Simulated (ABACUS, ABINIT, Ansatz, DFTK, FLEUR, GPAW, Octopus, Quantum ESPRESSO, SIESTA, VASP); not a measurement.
# Sb: programs and potentials compared

```xyz
2
Lattice="2.1542 1.2437 3.7580 -2.1542 1.2437 3.7580 0.0000 -2.4875 3.7580" Properties=species:S:1:pos:R:3 pbc="T T T"
Sb    0.0000    0.0000    8.6416
Sb    0.0000    0.0000    2.6324
```

Alike in all runs: task single point; functional PBE; k mesh 8 × 8 × 8; occupations fermi-dirac, width 0.05 eV; no spin polarisation; no spin-orbit coupling. Pressure is positive in compression and, in plane waves, holds the error of the finite cutoff, which Ansatz's Pulay term estimates and takes out.

| program and potentials | plane-wave cutoff (eV) | notes | pressure (GPa) | largest force (eV/Å) |
| --- | --- | --- | --- | --- |
| SIESTA, files PseudoDojo sr-pbe-0.4.1-standard, DZP (energy shift 0.003 Ry; two zetas on semicore shells) | - | atomic basis; 15 valence electrons an atom on average | 3.64 | 0.380 |
| Ansatz, all-electron LAPW, scalar-relativistic | - | - | 2.70 | 0.159 |
| DFTK, PseudoDojo SR PBE 0.4.1 standard (PBE) | 1088 | 15 valence electrons an atom on average | 2.67 | 0.181 |
| ABACUS, PseudoDojo NC SR 0.4.1 PBE standard, plane waves | 1102 | 15 valence electrons an atom on average | 2.69 | 0.179 |
| Quantum ESPRESSO, SSSP 1.3 efficiency PBE | 748 | 15 valence electrons an atom on average | 2.76 | 0.166 |
| FLEUR, all-electron, FLAPW | - | - | - | 0.161 |
| Ansatz, Ansatz PAW (earlier soft set) | 420 | 15 valence electrons an atom on average | 2.70 | 0.161 |
| ABINIT, JTH PAW PBE v2.0 | 435 | 15 valence electrons an atom on average | 2.59 | 0.170 |
| Octopus, pseudodojo_pbe (PseudoDojo 0.5, PBE) | - | 15 valence electrons an atom on average | - | 0.181 |
| GPAW, GPAW PAW data sets (gpaw-data 1.2.1) | 600 | 15 valence electrons an atom on average | 2.39 | 0.142 |
| VASP, PBE PAW files Sb, 520 eV | 520 | 5 valence electrons an atom on average | 2.76 | 0.201 |

Force on atom 1 (Sb), eV/Å:

```json
{"program and potentials": "SIESTA, files PseudoDojo sr-pbe-0.4.1-standard, DZP (energy shift 0.003 Ry; two zetas on semicore shells)", "x": "0.000", "y": "0.000", "z": "-0.380"}
{"program and potentials": "Ansatz, all-electron LAPW, scalar-relativistic", "x": "0.000", "y": "0.000", "z": "-0.159"}
{"program and potentials": "DFTK, PseudoDojo SR PBE 0.4.1 standard (PBE)", "x": "0.000", "y": "0.000", "z": "-0.181"}
{"program and potentials": "ABACUS, PseudoDojo NC SR 0.4.1 PBE standard, plane waves", "x": "0.000", "y": "0.000", "z": "-0.179"}
{"program and potentials": "Quantum ESPRESSO, SSSP 1.3 efficiency PBE", "x": "0.000", "y": "0.000", "z": "-0.166"}
{"program and potentials": "FLEUR, all-electron, FLAPW", "x": "0.000", "y": "0.000", "z": "-0.161"}
{"program and potentials": "Ansatz, Ansatz PAW (earlier soft set)", "x": "0.000", "y": "0.000", "z": "-0.161"}
{"program and potentials": "ABINIT, JTH PAW PBE v2.0", "x": "0.000", "y": "0.000", "z": "-0.170"}
{"program and potentials": "Octopus, pseudodojo_pbe (PseudoDojo 0.5, PBE)", "x": "0.000", "y": "0.000", "z": "-0.181"}
{"program and potentials": "GPAW, GPAW PAW data sets (gpaw-data 1.2.1)", "x": "0.000", "y": "0.000", "z": "-0.142"}
{"program and potentials": "VASP, PBE PAW files Sb, 520 eV", "x": "0.000", "y": "0.000", "z": "-0.201"}
```

The pressure spans 2.39 (GPAW, GPAW PAW data sets (gpaw-data 1.2.1)) to 3.64 GPa (SIESTA, files PseudoDojo sr-pbe-0.4.1-standard, DZP (energy shift 0.003 Ry; two zetas on semicore shells)), with all-electron results at 2.70. Rows in atomic bases carry the error of their basis and grid, which can be large.

The functional is the same throughout but for its coding, so the spread measures potentials, basis and numerics; runs on potential files found faulty are left out.
